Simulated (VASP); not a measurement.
# GeSe (Pnma) in VASP: a series of runs

Runs on GeSe. Level: PBE. Tasks: relaxation of cell and atoms.

Everything below comes from runs of VASP 6.6.1. Logs are shortened: lines on timing, memory, paths and dates and some standing lists are left out, and cuts for length are marked.

## 1. Starting point

It takes space group Pnma (No. 62, orthorhombic). The conventional cell has a = 10.790 Å, b = 3.820 Å, c = 4.380 Å, α = 90.00°, β = 90.00°, γ = 90.00°. Ge (site symmetry m) has 3 Se at 2.54 to 2.58 Å as nearest neighbours. Se (site symmetry m) is surrounded by 3 Ge at 2.54 to 2.58 Å.

## 2. Relaxation of cell and atoms, PBE

INCAR

```
PREC = Accurate ; ENCUT = 600
EDIFF = 1E-6 ; ISMEAR = 0
SIGMA = 0.03 ; LREAL = False
LASPH = True ; NELM = 80
ALGO = Normal ; ISIF = 3
LWAVE = False ; LCHARG = False
GGA = PE ; IBRION = 2
NSW = 90 ; EDIFFG = -0.01
KPAR = 2
```

KPOINTS

```
regular mesh
0
Gamma
  4 8 6
```

POSCAR

```
GeSe
1.0
   10.7900000000      0.0000000000      0.0000000000
    0.0000000000      3.8200000000      0.0000000000
    0.0000000000      0.0000000000      4.3800000000
Ge Se
4 4
Direct
    0.1210000000      0.7500000000      0.8940000000
    0.6210000000      0.7500000000      0.6060000000
    0.3790000000      0.2500000000      0.3940000000
    0.8790000000      0.2500000000      0.1060000000
    0.8520000000      0.7500000000      0.4970000000
    0.3520000000      0.7500000000      0.0030000000
    0.6480000000      0.2500000000      0.9970000000
    0.1480000000      0.2500000000      0.5030000000
```

Potentials or basis: VASP PAW PBE potentials, release 64 (Ge_d, Se).

Started as:

```bash
> cat potpaw_PBE.64/Ge_d/POTCAR potpaw_PBE.64/Se/POTCAR > POTCAR
> mpirun -np 2 vasp_std > vasp.out
```

OUTCAR:

```text
PREC = Accurate
   ENCUT = 600
   EDIFF = 1E-6
   ISMEAR = 0
   LREAL = False
   LASPH = True
   NELM = 80
   ISIF = 3
   GGA = PE
   IBRION = 2
   NSW = 90
   EDIFFG = -0.01

 ion  position               nearest neighbor table
   1  0.121  0.750  0.894-   6 2.54   8 2.58   8 2.58
   2  0.621  0.750  0.606-   5 2.54   7 2.58   7 2.58
   3  0.379  0.250  0.394-   8 2.54   6 2.58   6 2.58
   4  0.879  0.250  0.106-   7 2.54   5 2.58   5 2.58
   5  0.852  0.750  0.497-   2 2.54   4 2.58   4 2.58
   6  0.352  0.750  0.003-   1 2.54   3 2.58   3 2.58
   7  0.648  0.250  0.997-   4 2.54   2 2.58   2 2.58
   8  0.148  0.250  0.503-   3 2.54   1 2.58   1 2.58

  LATTYP: Found a simple orthorhombic cell.
 ALAT       =     3.8200000000
 B/A-ratio  =     1.1465968586
 C/A-ratio  =     2.8246073298

  Lattice vectors:

 A1 = (   0.0000000000,   3.8200000000,   0.0000000000)
 A2 = (   0.0000000000,   0.0000000000,   4.3800000000)
 A3 = (  10.7900000000,   0.0000000000,   0.0000000000)

Analysis of symmetry for initial positions (statically):
=====================================================================
 Subroutine PRICEL returns:
 Original cell was already a primitive cell.

 Routine SETGRP: Setting up the symmetry group for a
 simple orthorhombic supercell.

 Subroutine GETGRP returns: Found  8 space group operations
 (whereof  2 operations were pure point group operations)
 out of a pool of  8 trial point group operations.

The static configuration has the point symmetry S_2 .
 The point group associated with its full space group is D_2h.

Analysis of symmetry for dynamics (positions and initial velocities):
=====================================================================
 Subroutine PRICEL returns:
 Original cell was already a primitive cell.

 Routine SETGRP: Setting up the symmetry group for a
 simple orthorhombic supercell.

 Subroutine GETGRP returns: Found  8 space group operations
 (whereof  2 operations were pure point group operations)
 out of a pool of  8 trial point group operations.

The dynamic configuration has the point symmetry S_2 .
 The point group associated with its full space group is D_2h.

 Subroutine INISYM returns: Found  8 space group operations
 (whereof  2 operations are pure point group operations),
 and found     1 'primitive' translations

----------------------------------------------------------------------------------------

                                     Primitive cell

  volume of cell :     180.5340

  direct lattice vectors                    reciprocal lattice vectors
    10.790000000  0.000000000  0.000000000     0.092678406  0.000000000  0.000000000
     0.000000000  3.820000000  0.000000000     0.000000000  0.261780105  0.000000000
     0.000000000  0.000000000  4.380000000     0.000000000  0.000000000  0.228310502

  length of vectors
    10.790000000  3.820000000  4.380000000     0.092678406  0.261780105  0.228310502

  position of ions in fractional coordinates (direct lattice)
     0.121000000  0.750000000  0.894000000
     0.621000000  0.750000000  0.606000000
     0.379000000  0.250000000  0.394000000
     0.879000000  0.250000000  0.106000000
     0.852000000  0.750000000  0.497000000
     0.352000000  0.750000000  0.003000000
     0.648000000  0.250000000  0.997000000
     0.148000000  0.250000000  0.503000000

  ion indices of the primitive-cell ions
   primitive index   ion index
                 1           1
                 2           2
                 3           3
                 4           4
                 5           5
                 6           6
                 7           7
                 8           8

----------------------------------------------------------------------------------------

 KPOINTS: regular mesh

Automatic generation of k-mesh.
 Grid dimensions read from file:
 generate k-points for:    4    8    6

 Generating k-lattice:

  Cartesian coordinates                     Fractional coordinates (reciprocal lattice)
     0.023169601  0.000000000  0.000000000     0.250000000  0.000000000  0.000000000
     0.000000000  0.032722513  0.000000000     0.000000000  0.125000000  0.000000000
     0.000000000  0.000000000  0.038051750     0.000000000  0.000000000  0.166666667

  Length of vectors
     0.023169601  0.032722513  0.038051750

  Shift w.r.t. Gamma in fractional coordinates (k-lattice)
     0.000000000  0.000000000  0.000000000

 Subroutine IBZKPT returns following result:
 ===========================================

 Found     60 irreducible k-points:

 Following reciprocal coordinates:
            Coordinates               Weight
  0.000000  0.000000  0.000000      1.000000
  0.250000  0.000000  0.000000      2.000000
  0.500000  0.000000  0.000000      1.000000
  0.000000  0.125000  0.000000      2.000000
  0.250000  0.125000  0.000000      4.000000
  0.500000  0.125000  0.000000      2.000000
[... 16 lines left out ...]
  0.250000  0.250000  0.166667      8.000000
  0.500000  0.250000  0.166667      4.000000
 [... further k-points ...]
   k-points           NKPTS =     60   k-points in BZ     NKDIM =     60   number of bands    NBANDS=     48
   number of dos      NEDOS =    301   number of ions     NIONS =      8
   total plane-waves  NPLWV = 103680
   dimension x,y,z NGX =    90 NGY =   32 NGZ =   36
   dimension x,y,z NGXF=   180 NGYF=   64 NGZF=   72
   ions per type =               4   4
   NGX,Y,Z   is equivalent  to a cutoff of  13.87, 13.93, 13.66 a.u.
   NGXF,Y,Z  is equivalent  to a cutoff of  27.73, 27.85, 27.33 a.u.
 SYSTEM =  unknown system
   PREC   = accura    normal or accurate (medium, high low for compatibility)
   ISTART =      0    job   : 0-new  1-cont  2-samecut
   ICHARG =      2    charge: 1-file 2-atom 10-const
   ISPIN  =      1    spin polarized calculation?
   LNONCOLLINEAR =      F non collinear calculations
   LSORBIT =      F    spin-orbit coupling
   LASPH  =      T    aspherical Exc in radial PAW
   ENCUT  =  600.0 eV  44.10 Ry    6.64 a.u.  21.55  7.63  8.75*2*pi/ulx,y,z
   NELM   =     80;   NELMIN=  2; NELMDL= -5     # of ELM steps
   EDIFF  = 0.1E-05   stopping-criterion for ELM
   LREAL  =      F    real-space projection
   EDIFFG = -.1E-01   stopping-criterion for IOM
   NSW    =     90    number of steps for IOM
   IBRION =      2    ionic relax: 0-MD 1-quasi-New 2-CG
   NFREE  =      1    steps in history (QN), initial steepest desc. (CG)
   ISIF   =      3    stress and relaxation
   ISYM   =      2    0-nonsym 1-usesym 2-fastsym
   POTIM  = 0.5000    time-step for ionic-motion
   TEBEG  =    0.0;   TEEND  =   0.0 temperature during run
   PSTRESS=    0.0 pullay stress
   NELECT =      80.0000    total number of electrons
   NUPDOWN=      -1.0000    fix difference up-down
   EMIN   =  10.00;   EMAX   =-10.00  energy-range for DOS
   EFERMI =   0.00;   METHOD = LEGACY
   ISMEAR =     0;   SIGMA  =   0.03  broadening in eV -4-tet -1-fermi 0-gaus
   EFERMI_NEDOS =   21; number of points for ismear=-14 and -15
   IALGO  =     38    algorithm
   IMIX   =      4    mixing-type and parameters
     AMIX     =   0.40;   BMIX     =  1.00
     AMIX_MAG =   1.60;   BMIX_MAG =  1.00
  volume/ion in A,a.u.               =      22.57       152.29
  Fermi-wavevector in a.u.,A,eV,Ry     =   1.248107  2.358580 21.194766  1.557771
  Thomas-Fermi vector in A             =   2.382209
   LORBIT       =      0    0 simple, 1 ext, 2 COOP (PROOUT), +10 PAW based schemes
   GGA     = PE    functional components
   LHFCALC =     F    Hartree Fock is set to
   AEXX    =    0.0000 exact exchange contribution
   IVDW    =     0    specifies the selected vdW correction
   LEPSILON=     F    determine dielectric tensor
   LRPA    =     F    only Hartree local field effects (RPA)
 conjugate gradient relaxation of ions
 non-spin polarized calculation
 Gauss-broadening in eV      SIGMA  =   0.03
  energy-cutoff  :      600.00
  volume of cell :      180.53
 maximum number of plane-waves:      6072
 NGX is ok and might be reduce to    90
   NGX = 43   NGY = 15   NGZ = 17

--------------------------------------- Ionic step        1  -------------------------------------------

 number of electron      79.9999967 magnetization

 Free energy of the ion-electron system (eV)
  ---------------------------------------------------
  ext. energy  EPLUGINS =         0.00000000
  ---------------------------------------------------
  free energy    TOTEN  =       -33.75114120 eV

  energy without entropy =      -33.75114120  energy(sigma->0) =      -33.75114120

 E-fermi :   4.7477     XC(G=0): -10.0202

 val. band max:        4.5474094281   @ k =   0.0000   0.0000   0.3333
 cond. band min:       5.1774906955   @ k =   0.0000   0.0000   0.0000
 fundamental gap:      0.6300812674
 Fermi energy:         4.7477210363

 k-point     1 :       0.0000    0.0000    0.0000
  band No.  band energies     occupation
      1     -20.0323      2.00000
      2     -20.0297      2.00000
      3     -20.0289      2.00000
      4     -20.0276      2.00000
      5     -20.0273      2.00000
      6     -20.0270      2.00000
[... 1334 lines left out ...]
  FREE ENERGIE OF THE ION-ELECTRON SYSTEM (eV)
  ---------------------------------------------------
  free  energy   TOTEN  =       -33.8471274264 eV

  energy  without entropy=      -33.8471274264  energy(sigma->0) =      -33.84712743

[... ionic steps 4 to 27 ...]

--------------------------------------- Ionic step       28  -------------------------------------------

 number of electron      80.0000052 magnetization

------------------------ aborting loop because EDIFF is reached ----------------------------------------

  FORCE on cell =-STRESS in cart. coord.  units (eV):
  Direction    XX          YY          ZZ          XY          YZ          ZX
  --------------------------------------------------------------------------------------
  -------------------------------------------------------------------------------------
  Total       -0.0258209      0.0210760      0.0617587      0.0000000     -0.0000000      0.0000000
  in kB       -0.2110962      0.1723048      0.5049010      0.0000000     -0.0000000      0.0000000
  external PRESSURE =       0.1553699 kB  Pullay stress =       0.0000000 kB
[... 69 lines left out ...]
  energy  without entropy=      -33.8781682422  energy(sigma->0) =      -33.87816824

--------------------------------------- Ionic step       30  -------------------------------------------

 number of electron      80.0000055 magnetization

 Free energy of the ion-electron system (eV)
  ---------------------------------------------------
  ext. energy  EPLUGINS =         0.00000000
  ---------------------------------------------------
  free energy    TOTEN  =       -33.87823897 eV

  energy without entropy =      -33.87823897  energy(sigma->0) =      -33.87823897

 E-fermi :   3.8377     XC(G=0):  -9.6086

 val. band max:        3.6957627206   @ k =   0.0000   0.0000   0.3333
 cond. band min:       4.5345150072   @ k =   0.0000   0.0000   0.0000
 fundamental gap:      0.8387522866
 Fermi energy:         3.8377366820

 k-point     1 :       0.0000    0.0000    0.0000
  band No.  band energies     occupation
      1     -20.8021      2.00000
      2     -20.8009      2.00000
      3     -20.7998      2.00000
      4     -20.7991      2.00000
      5     -20.7984      2.00000
      6     -20.7982      2.00000
[... 1250 lines left out ...]
  FREE ENERGIE OF THE ION-ELECTRON SYSTEM (eV)
  ---------------------------------------------------
  free  energy   TOTEN  =       -33.8782389735 eV

  energy  without entropy=      -33.8782389735  energy(sigma->0) =      -33.87823897

 reached required accuracy - stopping structural energy minimisation
```

It took 69 min on 2 MPI ranks of Intel Xeon Platinum 8488C (Sapphire Rapids), shared host; peak memory 0.66 GiB.

Results:

- Free energy: -33.8782 eV
- Relaxed volume: 24.51 Å³/atom
- Relaxed cell: a = 11.181 Å, b = 3.889 Å, c = 4.509 Å, α = 90.00°, β = 90.00°, γ = 90.00°
- Space group after relaxing (to 0.05 Å): Pnma (No. 62)
- Energy gained by relaxing: 15.9 meV/atom
- Ionic steps: 30
- Pressure after relaxing: 0.0 GPa
- Largest force after relaxing: 0.009 eV/Å
- Band gap on the k mesh: 0.84 eV, indirect (least direct gap 0.94 eV)

Forces in eV/Å, atoms in the order of the input:
```
Ge   0.006  0.000 -0.007
Ge   0.006  0.000  0.007
Ge  -0.006  0.000 -0.007
Ge  -0.006  0.000  0.007
Se   0.002  0.000 -0.001
Se   0.002  0.000  0.001
Se  -0.002  0.000 -0.001
Se  -0.002  0.000  0.001
```

Step by step:
```
step  energy change (eV)  largest force (eV/Å)  pressure (GPa)  volume (Å³)
   1              0.0000                0.2660            3.26       180.53
   2             -0.0827                0.3201           -0.96       192.80
   3             -0.0960                0.1890            0.11       189.32
   4             -0.1042                0.1494            0.13       190.16
   5             -0.1140                0.0645            0.12       192.70
   6             -0.1183                0.0455           -0.02       194.06
   7             -0.1204                0.0409           -0.20       195.93
   8             -0.1238                0.0184           -0.10       196.10
   9             -0.1256                0.0269            0.06       196.28
  10             -0.1257                0.0318            0.14       196.34
  11             -0.1260                0.0151           -0.02       197.06
  12             -0.1260                0.0160            0.01       196.93
  13             -0.1260                0.0154           -0.06       197.00
  14             -0.1260                0.0156            0.00       196.96
  15             -0.1260                0.0155           -0.04       196.97
  16             -0.1261                0.0155            0.04       196.79
  17             -0.1261                0.0156            0.01       196.79
  18             -0.1262                0.0127            0.00       196.79
  19             -0.1263                0.0142           -0.03       196.79
  20             -0.1263                0.0320           -0.10       196.78
  21             -0.1264                0.0258           -0.07       196.78
  22             -0.1264                0.0249           -0.04       196.76
  23             -0.1264                0.0245           -0.05       196.70
  24             -0.1265                0.0233           -0.02       196.58
  25             -0.1267                0.0209           -0.01       196.34
  26             -0.1268                0.0161            0.04       195.85
  27             -0.1269                0.0153            0.05       195.88
  28             -0.1270                0.0132            0.02       195.98
  29             -0.1270                0.0126            0.01       196.02
  30             -0.1271                0.0092            0.03       196.07
```

Final structure:
```
Ge Se
1.0
    11.18106    0.00000    0.00000
     0.00000    3.88934    0.00000
     0.00000    0.00000    4.50868
Ge Se
4 4
Direct
  0.12626 0.75000 0.88310
  0.62626 0.75000 0.61690
  0.37374 0.25000 0.38310
  0.87374 0.25000 0.11690
  0.85274 0.75000 0.49919
  0.35274 0.75000 0.00081
  0.64726 0.25000 0.99919
  0.14726 0.25000 0.50081
```

Levels at points of the mesh, in eV from the valence-band top:
```
           k point  band 37  band 38  band 39  band 40  band 41  band 42  band 43  band 44
(0.00, 0.00, 0.00)    -1.32    -1.01    -0.72    -0.10     0.84     2.66     2.66     2.67
(0.50, 0.00, 0.00)    -1.56    -1.56    -0.36    -0.36     2.31     2.31     2.45     2.45
(0.00, 0.50, 0.00)    -1.37    -1.37    -1.14    -1.14     1.14     1.14     1.36     1.36
(0.50, 0.50, 0.00)    -1.44    -1.44    -1.44    -1.44     1.53     1.53     1.53     1.53
(0.00, 0.00, 0.50)    -0.89    -0.89    -0.37    -0.37     1.33     1.33     1.98     1.98
(0.50, 0.00, 0.50)    -0.56    -0.56    -0.48    -0.48     1.37     1.37     1.93     1.93
(0.00, 0.50, 0.50)    -1.96    -1.96    -1.36    -1.36     2.87     2.87     3.23     3.23
(0.50, 0.50, 0.50)    -1.38    -1.38    -1.38    -1.38     2.67     2.67     2.67     2.67
```

A k mesh can miss the band edges. PBE usually gives volumes a little too large and moduli too small.

## 3. Relaxation of cell and atoms, PBE

This run uses another cell than the first one, of 24.51 Å³/atom, 1.086 times its volume.

INCAR

```
PREC = Accurate ; ENCUT = 600
EDIFF = 1E-7 ; ISMEAR = 0
SIGMA = 0.03 ; LREAL = False
LASPH = True ; NELM = 80
ALGO = Normal ; ISIF = 3
LWAVE = False ; LCHARG = False
GGA = PE ; IBRION = 2
NSW = 90 ; EDIFFG = -0.005
KPAR = 2
```

KPOINTS is that of step 2.

POSCAR

```
GeSe                                    
1.0
   11.1810604035      0.0000000000      0.0000000000
    0.0000000000      3.8893381181     -0.0000000000
    0.0000000000      0.0000000000      4.5086797966
  Ge              Se            
     4     4
Direct
     0.1262647302566407    0.7500000000000000    0.8830985544533143
     0.6262647302566408    0.7500000000000000    0.6169014455466857
     0.3737352697433594    0.2500000000000000    0.3830985544533141
     0.8737352697433592    0.2500000000000000    0.1169014455466859
     0.8527383792237330    0.7500000000000000    0.4991936751724357
     0.3527383792237332    0.7500000000000000    0.0008063248275643
     0.6472616207762670    0.2500000000000000    0.9991936751724357
     0.1472616207762669    0.2500000000000000    0.5008063248275643
```

Potentials or basis: VASP PAW PBE potentials, release 64 (Ge_d, Se).

Started as:

```bash
> cat potpaw_PBE.64/Ge_d/POTCAR potpaw_PBE.64/Se/POTCAR > POTCAR
> mpirun -np 2 vasp_std > vasp.out
```

Run time: 16 min. Hardware: 2 MPI ranks of Intel Xeon Platinum 8488C (Sapphire Rapids), shared host; peak memory 0.67 GiB.

The run converged. Its results:

| Property | Result |
| --- | --- |
| Free energy | -33.8791 eV |
| Relaxed volume | 24.56 Å³/atom |
| Relaxed cell | a = 11.185 Å, b = 3.884 Å, c = 4.523 Å, α = 90.00°, β = 90.00°, γ = 90.00° |
| Space group after relaxing (to 0.05 Å) | Pnma (No. 62) |
| Energy gained by relaxing | 0.0 meV/atom |
| Ionic steps | 4 |
| Pressure after relaxing | 0.0 GPa |
| Largest force after relaxing | 0.004 eV/Å |
| Band gap on the k mesh | 0.86 eV, indirect (least direct gap 0.95 eV) |

Forces in eV/Å, atoms in the order of the input:
```
Ge   0.000  0.000 -0.003
Ge   0.000  0.000  0.003
Ge   0.000  0.000 -0.003
Ge   0.000  0.000  0.003
Se  -0.003  0.000  0.003
Se  -0.003  0.000 -0.003
Se   0.003  0.000  0.003
Se   0.003  0.000 -0.003
```

The path:
```
step  energy change (eV)  largest force (eV/Å)  pressure (GPa)  volume (Å³)
   1              0.0000                0.0096            0.01       196.07
   2              0.0000                0.0086            0.01       196.11
   3             -0.0001                0.0067            0.02       196.22
   4             -0.0002                0.0040            0.02       196.45
```

Final structure:
```
Ge Se
1.0
    11.18477    0.00000    0.00000
     0.00000    3.88377    0.00000
     0.00000    0.00000    4.52253
Ge Se
4 4
Direct
  0.12651 0.75000 0.88227
  0.62651 0.75000 0.61773
  0.37349 0.25000 0.38227
  0.87349 0.25000 0.11773
  0.85282 0.75000 0.49907
  0.35282 0.75000 0.00093
  0.64718 0.25000 0.99907
  0.14718 0.25000 0.50093
```

Levels at points of the mesh, in eV from the valence-band top:
| k point | band 37 | band 38 | band 39 | band 40 | band 41 | band 42 | band 43 | band 44 |
| --- | --- | --- | --- | --- | --- | --- | --- | --- |
| (0.00, 0.00, 0.00) | -1.31 | -0.99 | -0.73 | -0.09 | 0.86 | 2.66 | 2.66 | 2.67 |
| (0.50, 0.00, 0.00) | -1.55 | -1.55 | -0.36 | -0.36 | 2.31 | 2.31 | 2.46 | 2.46 |
| (0.00, 0.50, 0.00) | -1.38 | -1.38 | -1.14 | -1.14 | 1.13 | 1.13 | 1.37 | 1.37 |
| (0.50, 0.50, 0.00) | -1.45 | -1.45 | -1.45 | -1.45 | 1.53 | 1.53 | 1.53 | 1.53 |
| (0.00, 0.00, 0.50) | -0.88 | -0.88 | -0.36 | -0.36 | 1.34 | 1.34 | 1.98 | 1.98 |
| (0.50, 0.00, 0.50) | -0.56 | -0.56 | -0.47 | -0.47 | 1.38 | 1.38 | 1.94 | 1.94 |
| (0.00, 0.50, 0.50) | -1.95 | -1.95 | -1.35 | -1.35 | 2.87 | 2.87 | 3.23 | 3.23 |
| (0.50, 0.50, 0.50) | -1.37 | -1.37 | -1.37 | -1.37 | 2.67 | 2.67 | 2.67 | 2.67 |
